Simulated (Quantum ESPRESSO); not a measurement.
Wanted: the native input for a Quantum ESPRESSO 7.5 run.

```yaml
Task: dielectric tensor
Functional: LDA
Potentials_or_basis: GBRV 1.5 LDA
Cutoff: 612 eV
Density_cutoff: 4898 eV
k_mesh: 12 × 12 × 12
Occupations: fermi-dirac, width 0.05 eV
Spin: no spin polarisation
Form_of_the_LDA_correlation: PZ81
Mixing_beta: 0.5
Most_SCF_iterations: 120
SCF_threshold: 4e-10 Ry
```

Crystal: MgS (Niningerite).

```
S Mg
1.0
     0.00000    2.60165    2.60165
     2.60165    0.00000    2.60165
     2.60165    2.60165    0.00000
S Mg
1 1
Cartesian
  2.6016 2.6016 2.6016
  0.0000 0.0000 0.0000
```

One way to write it, as run:

pw.in

```
&CONTROL
  calculation = 'scf'
  prefix = 'pwscf'
  outdir = './tmp'
  pseudo_dir = './pseudo'
  tprnfor = .true.
  tstress = .true.
  disk_io = 'low'
/
&SYSTEM
  ibrav = 0
  nat = 2
  ntyp = 2
  ecutwfc = 45
  ecutrho = 360
  nbnd = 14
  occupations = 'smearing'
  smearing = 'fd'
  degauss = 0.00367493
/
&ELECTRONS
  conv_thr = 4d-10
  electron_maxstep = 120
  mixing_beta = 0.5
/
ATOMIC_SPECIES
S     32.0600 s_lda_v1.4.uspp.F.UPF
Mg    24.3050 mg_lda_v1.4.uspp.F.UPF
CELL_PARAMETERS bohr
   0.0000000000    4.9164059721    4.9164059721
   4.9164059721    0.0000000000    4.9164059721
   4.9164059721    4.9164059721    0.0000000000
ATOMIC_POSITIONS bohr
S      4.9164059721    4.9164059721    4.9164059721
Mg     0.0000000000    0.0000000000    0.0000000000
K_POINTS automatic
12 12 12 0 0 0
```

scf2.in

```
&CONTROL
  calculation = 'scf'
  prefix = 'pwscf'
  outdir = './tmp'
  pseudo_dir = './pseudo'
  tprnfor = .true.
  tstress = .true.
  disk_io = 'low'
/
&SYSTEM
  ibrav = 0
  nat = 2
  ntyp = 2
  ecutwfc = 45
  ecutrho = 360
  nbnd = 14
  occupations = 'fixed'
/
&ELECTRONS
  conv_thr = 1d-13
  electron_maxstep = 120
  mixing_beta = 0.5
  startingpot = 'file'
  startingwfc = 'file'
/
ATOMIC_SPECIES
S     32.0600 s_lda_v1.4.uspp.F.UPF
Mg    24.3050 mg_lda_v1.4.uspp.F.UPF
CELL_PARAMETERS bohr
   0.0000000000    4.9164059721    4.9164059721
   4.9164059721    0.0000000000    4.9164059721
   4.9164059721    4.9164059721    0.0000000000
ATOMIC_POSITIONS bohr
S      4.9164059721    4.9164059721    4.9164059721
Mg     0.0000000000    0.0000000000    0.0000000000
K_POINTS automatic
12 12 12 0 0 0
```

ph.in

```
dielectric of MgS
&INPUTPH
  prefix = 'pwscf'
  outdir = './tmp'
  tr2_ph = 1d-18
  fildyn = 'dyn'
  niter_ph = 90
  alpha_mix(1) = 0.7
  epsil = .true.
  trans = .false.
  zeu = .true.
/
0.0000000000 0.0000000000 0.0000000000
```

Potentials or basis: GBRV 1.5 LDA.

Command:

```console
$ OMP_NUM_THREADS=1 pw.x -in pw.in > pw.out
$ OMP_NUM_THREADS=1 pw.x -in scf2.in > scf2.out
$ OMP_NUM_THREADS=1 ph.x -in ph.in > ph.out
```

Results of the run:

- Pressure: -3.4 GPa
- Band gap on the k mesh: 2.56 eV, indirect (least direct gap 3.48 eV)
- Electronic dielectric tensor (diagonal): 5.60
- Born charges (mean of the diagonal): S -2.34; Mg +2.34 e

Caveat: the cell is more than 3 GPa from zero pressure, which shifts response properties; on a mesh that holds Γ this program's dielectric tensor can be off by some percent beyond the error of the mesh.

Wall time 3.2 min on 1 thread of Arm Neoverse V1, with other jobs on the host, peak memory 0.15 GiB.
